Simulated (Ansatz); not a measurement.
# Relaxing Bi in the bcc type

First guess:

```yaml
crystal:
  lattice:
    - [-1.80720, 1.80720, 1.80720]
    - [1.80720, -1.80720, 1.80720]
    - [1.80720, 1.80720, -1.80720]
  atoms:
    - { symbol: Bi, position: [0.00000, 0.00000, 0.00000] }
```

All numbers below come from DFT, PBE, PAW with Ansatz's default frozen-core files, scalar-relativistic in Ansatz 0.2.0.

Cell and atoms relax within the symmetry of the start on a 13×13×13 k mesh with 0.08 eV Fermi–Dirac smearing.

The start is built from a prototype, known or not as a phase of this compound; the cutoff is 420 eV.

No spin–orbit coupling, which matters for the heavy atoms here.

(1) What is the pressure of the first guess?

(2) What does it relax to?

(3) How much energy does the relaxation release?

Answers

(1) 29.9 GPa.

(2) a = 3.986 Å, b = 3.986 Å, c = 3.986 Å, α = 90.00°, β = 90.00°, γ = 90.00° (conventional cell), 31.66 Å³ per atom:
Space group Im-3m (No. 229). a = 3.986 Å, b = 3.986 Å, c = 3.986 Å, α = 90.00°, β = 90.00°, γ = 90.00°
```csv
atom,site,symmetry,x,y,z
Bi,2a,m-3m,0.0000,0.0000,0.0000
```

(3) 573 meV/atom.
